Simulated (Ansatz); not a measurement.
# Nb in Ansatz: the effect of functional

The system is Nb.

```
Nb
1.0
     0.00000    2.10080    2.10080
     2.10080    0.00000    2.10080
     2.10080    2.10080    0.00000
Nb
1
Direct
  0.00000 0.00000 0.00000
```

This isn't the form of Nb at room conditions, which is bcc.

The cell isn't the ideal one: volume scaled by 0.98.

Alike in all runs:

```yaml
Program: Ansatz 0.2.0
Task: single point
Potentials_or_basis: Ansatz PAW
k_mesh: 11 × 11 × 11
Occupations: fermi-dirac, width 0.05 eV
Spin: no spin polarisation
```

```tsv
functional	cutoff	pressure (GPa)
LDA	420 eV (not typed: the program's choice for these potentials)	-8.0
PBEsol	420 eV (not typed: the program's choice for these potentials)	-4.3
r2SCAN	500 eV (not typed: the program's choice for these potentials)	?
```

Task: What does the run with functional r2SCAN give?

Result: Pressure 0.8 GPa.

Caveats: the PAW data sets come from PBE, with cores solved anew for the run's functional, which leaves a small shift of forces and pressure.

Runs at the PBE level aren't shown here.
